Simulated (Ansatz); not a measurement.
# La$_{2}$O$_{3}$: computed DOS

```cif
data_structure
_symmetry_space_group_name_H-M 'P321'
_symmetry_Int_Tables_number 150
_cell_length_a 3.9300
_cell_length_b 3.9300
_cell_length_c 6.1200
_cell_angle_alpha 90.000
_cell_angle_beta 90.000
_cell_angle_gamma 120.000
_cell_volume 81.86
loop_
_atom_site_label
_atom_site_type_symbol
_atom_site_symmetry_multiplicity
_atom_site_Wyckoff_symbol
_atom_site_fract_x
_atom_site_fract_y
_atom_site_fract_z
_atom_site_occupancy
La1 La 2 d 0.33333 0.66667 0.25000 1
O1 O 3 e 0.25000 0.25000 0.00000 1
```

The runs use the primitive cell with vectors (3.930, 0.000, 0.000), (-1.965, 3.403, 0.000), (0.000, 0.000, 6.120) Å, to which the k mesh refers.

The cell comes from COD entry 1010278, which wasn't checked; take it as a given geometry. It is an old determination, and later ones may differ.

No spin–orbit coupling, which matters for the heavy atoms here.

The calculation used Ansatz 0.2.0, DFT, PBEsol, all-electron LAPW, scalar-relativistic.

The runs use a Γ-centred 6×6×4 k mesh, Fermi–Dirac smearing of 0.02 eV, basis error target 1 meV/atom, no spin polarisation; the mesh is coarse along some axis.

States per eV and cell, averaged over 0.4 eV, from -8.2 to 2.0 eV, with energies (bin centres) from the Fermi level; empty bins are left out. The partial columns, the largest 5 alone, are projections on Löwdin-orthogonalised atomic shells (those that the program's projection atoms carry: the occupied ones and, for some elements, an empty d or f shell; other empty shells have no column), summed over atoms of an element. Weights on diffuse s and p shells depend on that basis and aren't pure angular character.

```tsv
E (eV)	total	O 2p	La 5d	La 4f	La 6s	La 5p
-8.1	0.58	0.42	0.08	0.01	0.00	0.04
-7.7	4.28	3.08	0.51	0.06	0.06	0.35
-7.3	1.74	1.28	0.27	0.03	0.02	0.12
-6.9	3.24	2.49	0.46	0.06	0.01	0.16
-6.5	4.58	3.48	0.61	0.09	0.07	0.26
-6.1	5.46	4.41	0.54	0.13	0.07	0.22
-5.7	0.12	0.10	0.01	0.00	0.00	0.00
-4.5	1.01	0.68	0.24	0.03	0.02	0.03
-4.1	2.64	1.87	0.48	0.09	0.08	0.08
-3.7	4.39	3.28	0.64	0.15	0.08	0.15
-3.3	1.96	1.46	0.20	0.08	0.07	0.10
-2.5	0.12	0.07	0.02	0.00	0.02	0.00
-2.1	0.80	0.50	0.16	0.03	0.06	0.02
-1.7	3.67	2.41	0.85	0.17	0.06	0.06
-1.3	2.87	1.59	0.65	0.13	0.17	0.05
-0.9	2.14	0.94	0.45	0.10	0.35	0.06
-0.5	2.89	1.38	0.77	0.19	0.24	0.06
-0.1	4.48	1.32	1.93	0.46	0.42	0.13
0.3	2.65	1.21	0.78	0.35	0.12	0.03
0.7	3.85	1.15	1.50	0.56	0.32	0.11
1.1	5.52	1.18	2.35	1.10	0.36	0.20
1.5	0.99	0.13	0.51	0.25	0.03	0.02
1.9	2.07	0.05	1.00	0.89	0.05	0.01
```
